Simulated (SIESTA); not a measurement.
# Hg in SIESTA: convergence with k mesh

Input of the first run (k mesh 2 × 2 × 1); the others differ in this setting and in those tied to it:

Contents of Hg.fdf:

```
SystemName                      Hg
SystemLabel                     Hg
NumberOfSpecies                 1
NumberOfAtoms                   5
%block ChemicalSpeciesLabel
  1  80 Hg
%endblock ChemicalSpeciesLabel

LatticeConstant                 1.0 Ang
%block LatticeVectors
     2.9968802835     0.0000000000     0.0000000000
     0.9995355168     2.8252823194     0.0000000000
     0.0000000000     0.0000000000    25.9419561951
%endblock LatticeVectors
AtomicCoordinatesFormat         Fractional
%block AtomicCoordinatesAndAtomicSpecies
     0.7498920115     0.7498920116     0.2891069565  1  Hg
     0.4997840231     0.4997840231     0.3945534782  1  Hg
     0.2496760346     0.2496760347     0.5000000000  1  Hg
     0.9995680462     0.9995680462     0.6054465218  1  Hg
     0.7494600577     0.7494600578     0.7108930435  1  Hg
%endblock AtomicCoordinatesAndAtomicSpecies

%block kgrid.MonkhorstPack
    2   0   0  0.0
    0   2   0  0.0
    0   0   1  0.0
%endblock kgrid.MonkhorstPack
XC.Functional                   GGA
XC.Authors                      PBE
PAO.BasisSize                   DZP
PAO.EnergyShift                 0.003 Ry
Mesh.Cutoff                     800 Ry
OccupationFunction              FD
ElectronicTemperature           0.05 eV
Slab.DipoleCorrection           vacuum
MaxSCFIterations                120
SCF.MustConverge                false
SCF.Mixer.Method                Pulay
SCF.Mixer.Weight                0.25
SCF.Mixer.History               8
SCF.DM.Tolerance                5.0e-05
SCF.H.Tolerance                 1.0e-03 eV
WriteForces                     true
Charge.Mulliken                 end
%block PAO.Basis
  Hg 5
  n=5 0 2
    2.588 0.000
  n=6 0 2
    5.715 0.000
  n=5 1 2
    3.064 0.000
  n=6 1 1
    5.715
  n=5 2 2
    4.977 0.000
%endblock PAO.Basis
```

Potentials or basis: PseudoDojo 0.4 standard (PBE files), DZP (energy shift 0.003 Ry; two zetas on semicore shells).

The run is started by

```bash
$ siesta < Hg.fdf > Hg.out 2>&1
```

The slab is cut from a database's or a generator's crystal, which needn't be the stable form of the element.

Hardware: 1 thread of Arm Neoverse V2, with other jobs on the host.

| k mesh | energy less the tightest run, at zero smearing (meV/atom) | largest force (eV/Å) | SCF cycles | CPU time (s) | peak memory (GiB) |
| --- | --- | --- | --- | --- | --- |
| 2 × 2 × 1 | 1284.97 | 1.347 | 17 | 32 | 0.35 |
| 4 × 4 × 1 | 26.36 | 0.142 | 15 | 31 | 0.35 |
| 5 × 5 × 1 | 46.82 | 0.190 | 13 | 28 | 0.35 |
| 6 × 6 × 1 | -8.72 | 0.154 | 17 | 35 | 0.35 |
| 8 × 8 × 1 | -0.96 | 0.167 | 15 | 34 | 0.35 |
| 9 × 9 × 1 | 5.06 | 0.132 | 15 | 35 | 0.35 |
| 11 × 11 × 1 | 0.00 | 0.145 | 15 | 37 | 0.35 |

Not settled before the last step: the energy (to 1 meV/atom), the largest force (to 0.005 eV/Å). Meshes of other sizes hit other points, so gaps and Fermi surfaces needn't settle smoothly. The tightest run that finished is the yardstick and may itself not be fully converged.

Caveat, for the tightest run too: the valence orbitals were made in a potential fitted to the semicore shell under them, which widens gaps by tenths of an eV or more; the basis of atomic orbitals isn't converged, which shifts pressures, moduli and gaps. The run has no spin-orbit coupling, so splittings on Hg are missing.
